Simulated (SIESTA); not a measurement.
Crystal: SiC (Moissanite 6H).

```xyz
12
Lattice="3.0950 0.0000 0.0000 -1.5475 2.6803 0.0000 0.0000 0.0000 15.1700" Properties=species:S:1:pos:R:3 pbc="T T T"
Si    1.5475    0.8934    6.9524
Si    0.0000    1.7869   14.5374
Si    1.5475    0.8934   12.0101
Si    0.0000    1.7869    4.4251
Si    0.0000    0.0000    9.4812
Si    0.0000    0.0000    1.8962
C     1.5475    0.8934    5.0562
C     0.0000    1.7869   12.6412
C     1.5475    0.8934   10.1138
C     0.0000    1.7869    2.5288
C     0.0000    0.0000    7.5850
C     0.0000    0.0000    0.0000
```

Base run:

```yaml
Program: SIESTA 5.4.2
Functional: PBE
Potentials_or_basis: PseudoDojo 0.4 standard (PBE files)
Basis: TZDP (energy shift 0.01 Ry)
Grid_cutoff: 500 Ry
Energy_shift: 0.01 Ry
k_mesh: 10 × 10 × 2
Occupations: fermi-dirac, width 0.05 eV
Spin: no spin polarisation
```

Its results: band gap on the k mesh 2.04 eV, indirect (least direct gap 3.16 eV); pressure 1.3 GPa; largest force 0.113 eV/Å.

After a change of settings the same cell gave: band gap on the k mesh 2.03 eV, indirect (least direct gap 3.13 eV); pressure 3.2 GPa; largest force 0.145 eV/Å. Which change was it?
A. basis from TZDP (energy shift 0.01 Ry) to DZP (energy shift 0.01 Ry)
B. basis from TZDP (energy shift 0.01 Ry) to SZ (energy shift 0.002 Ry); energy shift from 0.01 Ry to 0.002 Ry
C. basis from TZDP (energy shift 0.01 Ry) to TZP (energy shift 0.005 Ry); energy shift from 0.01 Ry to 0.005 Ry
D. basis from TZDP (energy shift 0.01 Ry) to TZ (energy shift 0.002 Ry); energy shift from 0.01 Ry to 0.002 Ry

C.

Caveats: the basis of atomic orbitals isn't converged, which shifts pressures, moduli and gaps.

Not every run made on this cell is shown here.
